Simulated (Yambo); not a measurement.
## C in Yambo: convergence with bands in self energy

Crystal: C.

```
C
1.0
     0.00000    1.78337    1.78337
     1.78337    0.00000    1.78337
     1.78337    1.78337    0.00000
C
2
Direct
  0.75000 0.75000 0.75000
  0.50000 0.50000 0.50000
```

This isn't the form of C at room conditions, which is graphite.

| Quantity | Value |
| --- | --- |
| Program | Yambo 5.3.0 |
| Task | G0W0 quasiparticle levels |
| Functional | LDA |
| Potentials or basis | PseudoDojo 0.4.1 SR LDA standard |
| Cutoff | 1116 eV |
| Density cutoff | 4463 eV |
| k mesh | 6 × 6 × 6 |
| Occupations | fixed |
| Spin | no spin polarisation |
| k mesh of the self-consistent run | 12 × 12 × 12 |
| Form of the LDA | PW92 |
| Random integration of the Coulomb term | yes |
| Direction of the field or of q to 0 | x + y + z |
| Broadening | 0.1 eV |
| States corrected | Γ and the k points of the band edges |
| Frequency dependence of W | plasmon pole |
| Terminator of the band sum in the self-energy | none |
| Quasiparticle equation | linearised (Newton) |
| Imaginary frequency of the plasmon-pole fit | 27.2114 eV |
| Bands in the response | 154 |
| Bands in the self-energy | 24 |
| Cutoff of the response matrix | 12 Ry |
| Cutoff of exchange and Vxc | 82 Ry |
| Bands corrected (first, last) | [4, 5] |

These are the settings of the first run; the series varies bands in self energy, with any setting tied to it.

```tsv
bands in self energy	quasiparticle gap at the points computed (eV)
24	5.554
44	5.583
84	5.605
154	5.613
```

Against the tightest run, the quasiparticle gap at the points computed stays within 0.05 eV from 44 on. The tightest run that finished is the yardstick and may itself not be fully converged.

Caveat, for the tightest run too: the k mesh is coarse (spacing up to 0.51 Å⁻¹), so the values aren't converged; this version prints the column dSc/dw multiplied by 27.2.
